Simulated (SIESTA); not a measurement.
# Ti in SIESTA: convergence with k mesh

Ti:

```
Ti
1.0
     0.02177    1.99869    2.03132
     2.00646    0.00299    2.05009
     2.03951    2.05051   -0.03005
Ti
1
Direct
  0.98433 0.00381 0.00663
```

The cell isn't the ideal one: cell strained at random at fixed volume.

```yaml
Program: SIESTA 5.4.2
Task: single point
Functional: PBEsol
Potentials_or_basis: PseudoDojo 0.4 standard (PBEsol files)
Basis: DZP (energy shift 0.003 Ry; two zetas on semicore shells)
Grid_cutoff: 800 Ry
Energy_shift: 0.003 Ry
k_mesh: 3 × 3 × 3
Occupations: fermi-dirac, width 0.05 eV
Spin: no spin polarisation
```

These are the settings of the first run; the series varies k mesh, with any setting tied to it.

Hardware: 1 thread of Arm Neoverse V2, with other jobs on the host.

```tsv
k mesh	energy less the tightest run, at zero smearing (meV/atom)	pressure (GPa)	SCF cycles	CPU time (s)	peak memory (GiB)
3 × 3 × 3	24.76	0.59	10	26	0.23
4 × 4 × 4	24.49	0.22	8	23	0.23
6 × 6 × 6	5.29	0.64	8	24	0.23
8 × 8 × 8	3.01	0.15	8	26	0.23
9 × 9 × 9	0.93	0.39	8	27	0.23
11 × 11 × 11	-3.95	0.05	8	32	0.23
14 × 14 × 14	0.00	0.19	7	40	0.23
```

Not settled before the last step: the energy (to 1 meV/atom), the pressure (to 0.1 GPa). Meshes of other sizes hit other points, so gaps and Fermi surfaces needn't settle smoothly. The tightest run that finished is the yardstick and may itself not be fully converged.

Caveat, for the tightest run too: the basis of atomic orbitals isn't converged, which shifts pressures, moduli and gaps.
